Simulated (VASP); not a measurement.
# CaSe (F-43m) in VASP: notebook

One crystal, CaSe, is run at these levels: HSE06, PBE; tasks: single point.

All numbers are computed with VASP 6.6.1; they aren't measurements. Logs are shortened: lines on timing, memory, paths and dates and some standing lists are left out, and cuts for length are marked.

**1. Starting point**

It takes space group F-43m (No. 216, cubic). The conventional cell has a = 6.559 Å, b = 6.559 Å, c = 6.559 Å, α = 90.00°, β = 90.00°, γ = 90.00°. Ca (site symmetry -43m) is surrounded by 4 Se at 2.84 Å. Se (site symmetry -43m) has 4 Ca at 2.84 Å as nearest neighbours.

The cell was built by a generator and needn't be a form met in nature.

**2. Single point, HSE06**

Input file POSCAR:

```
CaSe
1.0
    0.0000000000      3.2795613661      3.2795613661
    3.2795613661      0.0000000000      3.2795613661
    3.2795613661      3.2795613661      0.0000000000
Ca Se
1 1
Direct
    0.0000000000      0.0000000000      0.0000000000
    0.2500000000      0.2500000000      0.2500000000
```

Input file INCAR.step1:

```
ALGO = Normal
EDIFF = 1E-5
ENCUT = 520
GGA = PE
ISIF = 2
ISMEAR = 0
LASPH = T
LCHARG = F
LREAL = F
LWAVE = T
NBANDS = 15
NELM = 100
PREC = Accurate
SIGMA = 0.01
```

Input file INCAR.step2:

```
ALGO = Normal
EDIFF = 1E-6
ENCUT = 520
GGA = PE
HFSCREEN = 0.2079
ISIF = 2
ISMEAR = 0
ISTART = 1
LASPH = T
LCHARG = F
LHFCALC = T
LREAL = F
LWAVE = F
NBANDS = 15
NELM = 100
PREC = Accurate
PRECFOCK = Normal
SIGMA = 0.01
```

Input file KPOINTS:

```
k-points
0
Gamma
  4 4 4
```

Potentials or basis: VASP PAW PBE potentials, release 64 (Ca_sv, Se).

The run is started by

```
$ cat potpaw_PBE.64/Ca_sv/POTCAR potpaw_PBE.64/Se/POTCAR > POTCAR
$ cp INCAR.step1 INCAR
$ mpirun -np 1 vasp_std > vasp.out
$ cp INCAR.step2 INCAR
$ mpirun -np 1 vasp_std > vasp.out
```

OUTCAR:

```text
EDIFF = 1E-6
   ENCUT = 520
   GGA = PE
   HFSCREEN = 0.2079
   ISIF = 2
   ISMEAR = 0
   ISTART = 1
   LASPH = T
   LHFCALC = T
   LREAL = F
   NELM = 100
   PREC = Accurate
   PRECFOCK = Normal

 ion  position               nearest neighbor table
   1  0.000  0.000  0.000-   2 2.84   2 2.84   2 2.84   2 2.84
   2  0.250  0.250  0.250-   1 2.84   1 2.84   1 2.84   1 2.84

  LATTYP: Found a face centered cubic cell.
 ALAT       =     6.5591227322

  Lattice vectors:

 A1 = (   0.0000000000,   3.2795613661,   3.2795613661)
 A2 = (   3.2795613661,   0.0000000000,   3.2795613661)
 A3 = (   3.2795613661,   3.2795613661,   0.0000000000)

Analysis of symmetry for initial positions (statically):
=====================================================================
 Subroutine PRICEL returns:
 Original cell was already a primitive cell.

 Routine SETGRP: Setting up the symmetry group for a
 face centered cubic supercell.

 Subroutine GETGRP returns: Found 24 space group operations
 (whereof 24 operations were pure point group operations)
 out of a pool of 48 trial point group operations.

The static configuration has the point symmetry T_d .

Analysis of symmetry for dynamics (positions and initial velocities):
=====================================================================
 Subroutine PRICEL returns:
 Original cell was already a primitive cell.

 Routine SETGRP: Setting up the symmetry group for a
 face centered cubic supercell.

 Subroutine GETGRP returns: Found 24 space group operations
 (whereof 24 operations were pure point group operations)
 out of a pool of 48 trial point group operations.

The dynamic configuration has the point symmetry T_d .

 Subroutine INISYM returns: Found 24 space group operations
 (whereof 24 operations are pure point group operations),
 and found     1 'primitive' translations

----------------------------------------------------------------------------------------

                                     Primitive cell

  volume of cell :      70.5468

  direct lattice vectors                    reciprocal lattice vectors
     0.000000000  3.279561366  3.279561366    -0.152459413  0.152459413  0.152459413
     3.279561366  0.000000000  3.279561366     0.152459413 -0.152459413  0.152459413
     3.279561366  3.279561366  0.000000000     0.152459413  0.152459413 -0.152459413

  length of vectors
     4.638000163  4.638000163  4.638000163     0.264067449  0.264067449  0.264067449

  position of ions in fractional coordinates (direct lattice)
     0.000000000  0.000000000  0.000000000
     0.250000000  0.250000000  0.250000000

  ion indices of the primitive-cell ions
   primitive index   ion index
                 1           1
                 2           2

----------------------------------------------------------------------------------------

 KPOINTS: k-points

Automatic generation of k-mesh.
 Grid dimensions read from file:
 generate k-points for:    4    4    4

 Generating k-lattice:

  Cartesian coordinates                     Fractional coordinates (reciprocal lattice)
    -0.038114853  0.038114853  0.038114853     0.250000000  0.000000000  0.000000000
     0.038114853 -0.038114853  0.038114853     0.000000000  0.250000000  0.000000000
     0.038114853  0.038114853 -0.038114853     0.000000000  0.000000000  0.250000000

  Length of vectors
     0.066016862  0.066016862  0.066016862

  Shift w.r.t. Gamma in fractional coordinates (k-lattice)
     0.000000000  0.000000000  0.000000000

 Subroutine IBZKPT returns following result:
 ===========================================

 Found      8 irreducible k-points:

 Following reciprocal coordinates:
            Coordinates               Weight
  0.000000  0.000000  0.000000      1.000000
  0.250000  0.000000  0.000000      8.000000
  0.500000  0.000000  0.000000      4.000000
  0.250000  0.250000  0.000000      6.000000
  0.500000  0.250000  0.000000     24.000000
 -0.250000  0.250000  0.000000     12.000000
  0.500000  0.500000  0.000000      3.000000
 -0.250000  0.500000  0.250000      6.000000
   k-points           NKPTS =      8   k-points in BZ     NKDIM =     64   number of bands    NBANDS=     15
   number of dos      NEDOS =    301   number of ions     NIONS =      2
   total plane-waves  NPLWV =  46656
   dimension x,y,z NGX =    36 NGY =   36 NGZ =   36
   dimension x,y,z NGXF=    72 NGYF=   72 NGZF=   72
   ions per type =               1   1
   NGX,Y,Z   is equivalent  to a cutoff of  12.90, 12.90, 12.90 a.u.
   NGXF,Y,Z  is equivalent  to a cutoff of  25.81, 25.81, 25.81 a.u.
 SYSTEM =  unknown system
   PREC   = accura    normal or accurate (medium, high low for compatibility)
   ISTART =      1    job   : 0-new  1-cont  2-samecut
   ICHARG =      0    charge: 1-file 2-atom 10-const
   ISPIN  =      1    spin polarized calculation?
   LNONCOLLINEAR =      F non collinear calculations
   LSORBIT =      F    spin-orbit coupling
   LASPH  =      T    aspherical Exc in radial PAW
   ENCUT  =  520.0 eV  38.22 Ry    6.18 a.u.   8.62  8.62  8.62*2*pi/ulx,y,z
   NELM   =    100;   NELMIN=  2; NELMDL=  0     # of ELM steps
   EDIFF  = 0.1E-05   stopping-criterion for ELM
   LREAL  =      F    real-space projection
   EDIFFG = 0.1E-04   stopping-criterion for IOM
   NSW    =      0    number of steps for IOM
   IBRION =     -1    ionic relax: 0-MD 1-quasi-New 2-CG
   NFREE  =      0    steps in history (QN), initial steepest desc. (CG)
   ISIF   =      2    stress and relaxation
   ISYM   =      3    0-nonsym 1-usesym 2-fastsym
   POTIM  = 0.5000    time-step for ionic-motion
   TEBEG  =    0.0;   TEEND  =   0.0 temperature during run
   PSTRESS=    0.0 pullay stress
   NELECT =      16.0000    total number of electrons
   NUPDOWN=      -1.0000    fix difference up-down
   EMIN   =  10.00;   EMAX   =-10.00  energy-range for DOS
   EFERMI =   0.00;   METHOD = LEGACY
   ISMEAR =     0;   SIGMA  =   0.01  broadening in eV -4-tet -1-fermi 0-gaus
   EFERMI_NEDOS =   21; number of points for ismear=-14 and -15
   IALGO  =     38    algorithm
   IMIX   =      1    mixing-type and parameters
     AMIX     =   0.40;   BMIX     =  1.00
     AMIX_MAG =   1.60;   BMIX_MAG =  1.00
  volume/ion in A,a.u.               =      35.27       238.04
  Fermi-wavevector in a.u.,A,eV,Ry     =   0.998364  1.886635 13.561354  0.996731
  Thomas-Fermi vector in A             =   2.130583
   LORBIT       =      0    0 simple, 1 ext, 2 COOP (PROOUT), +10 PAW based schemes
   GGA     = PE    functional components
   LHFCALC =     T    Hartree Fock is set to
   PRECFOCK=normal    Normal, Fast or Accurate (Low or Medium for compatibility)
   ENCUT4O =  -1.0   cutoff for four orbital integrals eV
   NKREDX  =     1    reduce k-point grid by
   NKREDY  =     1    reduce k-point grid by
   NKREDZ  =     1    reduce k-point grid by
   AEXX    =    0.2500 exact exchange contribution
   HFSCREEN=    0.2079 screening length (either q_TF or 0.3 A-1)
   HFSCREENC=   0.2079 screening length for correlation (either q_TF or 0.3 A-1)
   ENCUTFOCK=  -1.0 apply spherical cutoff to Coloumb kernel
   IVDW    =     0    specifies the selected vdW correction
   LEPSILON=     F    determine dielectric tensor
   LRPA    =     F    only Hartree local field effects (RPA)
 non-spin polarized calculation
 Gauss-broadening in eV      SIGMA  =   0.01
  energy-cutoff  :      520.00
  volume of cell :       70.55
 maximum number of plane-waves:      1924
 NGX is ok and might be reduce to    36
  NGX = 28; NGY = 28; NGZ = 28

 number of electron      16.0000003 magnetization

 Free energy of the ion-electron system (eV)
  ---------------------------------------------------
  ext. energy  EPLUGINS =         0.00000000
  ---------------------------------------------------
  free energy    TOTEN  =       -10.13181592 eV

  energy without entropy =      -10.13181592  energy(sigma->0) =      -10.13181592

 E-fermi :  -0.7644     XC(G=0):  -6.4031

 val. band max:       -0.9385723046   @ k =  -0.2500   0.2500   0.0000
 cond. band min:       3.1503284422   @ k =   0.0000   0.0000   0.0000
 fundamental gap:      4.0889007468
 Fermi energy:        -0.7643753442

 k-point     1 :       0.0000    0.0000    0.0000
  band No.  band energies     occupation
      1     -42.9980      2.00000
      2     -22.5372      2.00000
      3     -22.5372      2.00000
      4     -22.5372      2.00000
      5     -12.2446      2.00000
      6      -1.0226      2.00000
      7      -1.0226      2.00000
      8      -1.0226      2.00000
      9       3.1503      0.00000
     10       5.9091      0.00000
     11       5.9091      0.00000
     12       8.0190      0.00000
     13       8.0190      0.00000
     14       8.0190      0.00000
     15       9.3287      0.00000

 k-point     2 :       0.2500    0.0000    0.0000
  band No.  band energies     occupation
      1     -42.9969      2.00000
      2     -22.5648      2.00000
      3     -22.5409      2.00000
      4     -22.5409      2.00000
      5     -12.0954      2.00000
      6      -1.7821      2.00000
      7      -0.9835      2.00000
      8      -0.9835      2.00000
      9       4.5838      0.00000
     10       5.6897      0.00000
     11       5.6897      0.00000
     12       7.0530      0.00000
     13       7.8568      0.00000
     14       7.8568      0.00000
     15       8.2194      0.00000
[... 77 lines left out ...]
      3     -22.5548      2.00000
      4     -22.5548      2.00000
      5     -11.8462      2.00000
      6      -2.2955      2.00000
      7      -1.0146      2.00000
      8      -1.0146      2.00000
      9       3.5654      0.00000
     10       5.2376      0.00000
     11       6.7234      0.00000
     12       6.7234      0.00000
     13       6.8613      0.00000
     14       8.6932      0.00000
     15       9.9319      0.00000

 k-point     8 :      -0.2500    0.5000    0.2500
  band No.  band energies     occupation
      1     -42.9952      2.00000
      2     -22.5881      2.00000
      3     -22.5610      2.00000
      4     -22.5549      2.00000
      5     -11.8464      2.00000
      6      -1.7245      2.00000
      7      -1.7112      2.00000
      8      -1.0829      2.00000
      9       3.8895      0.00000
     10       5.3475      0.00000
     11       6.5097      0.00000
     12       6.7950      0.00000
     13       7.5610      0.00000
     14       9.0835      0.00000
     15       9.5417      0.00000

------------------------ aborting loop because EDIFF is reached ----------------------------------------

  FORCE on cell =-STRESS in cart. coord.  units (eV):
  Direction    XX          YY          ZZ          XY          YZ          ZX
  --------------------------------------------------------------------------------------
  -------------------------------------------------------------------------------------
  Total        0.1401348      0.1401348      0.1401348      0.0000000      0.0000000     -0.0000000
  in kB        3.1825806      3.1825806      3.1825806      0.0000000      0.0000000     -0.0000000
  external PRESSURE =       3.1825806 kB  Pullay stress =       0.0000000 kB

 VOLUME and BASIS-vectors are now :
 -----------------------------------------------------------------------------
  energy-cutoff  :      520.00
  volume of cell :       70.55
      direct lattice vectors                 reciprocal lattice vectors
     0.000000000  3.279561366  3.279561366    -0.152459413  0.152459413  0.152459413
     3.279561366  0.000000000  3.279561366     0.152459413 -0.152459413  0.152459413
     3.279561366  3.279561366  0.000000000     0.152459413  0.152459413 -0.152459413

 POSITION                                       TOTAL-FORCE (eV/Angst)
 -----------------------------------------------------------------------------------
      0.00000      0.00000      0.00000         0.000000      0.000000      0.000000
      1.63978      1.63978      1.63978        -0.000000     -0.000000     -0.000000
 -----------------------------------------------------------------------------------
    total drift:                                0.000003      0.000000     -0.000003

  FREE ENERGIE OF THE ION-ELECTRON SYSTEM (eV)
  ---------------------------------------------------
  free  energy   TOTEN  =       -10.1318159224 eV

  energy  without entropy=      -10.1318159224  energy(sigma->0) =      -10.13181592
```

Wall time 4.1 min (1 thread of Intel Xeon 6975P-C (Granite Rapids), shared host); peak memory 0.31 GiB.

Results:

* Free energy: -10.1318 eV
* Pressure: 0.3 GPa
* Band gap on the k mesh: 4.09 eV, indirect (least direct gap 4.17 eV)

Levels at points of the mesh, in eV from the valence-band top:
| k point | band 6 | band 7 | band 8 | band 9 | band 10 | band 11 |
| --- | --- | --- | --- | --- | --- | --- |
| (0.00, 0.00, 0.00) | -0.08 | -0.08 | -0.08 | 4.09 | 6.85 | 6.85 |
| (0.50, 0.00, 0.00) | -1.35 | -0.01 | -0.01 | 6.22 | 6.88 | 6.88 |
| (0.50, 0.50, 0.00) | -1.36 | -0.08 | -0.08 | 4.50 | 6.18 | 7.66 |

Caveat: the PAW data sets were made with another functional, which shifts forces and pressure a little. A k mesh can miss the band edges.

(Continued in part 2 of 2.)
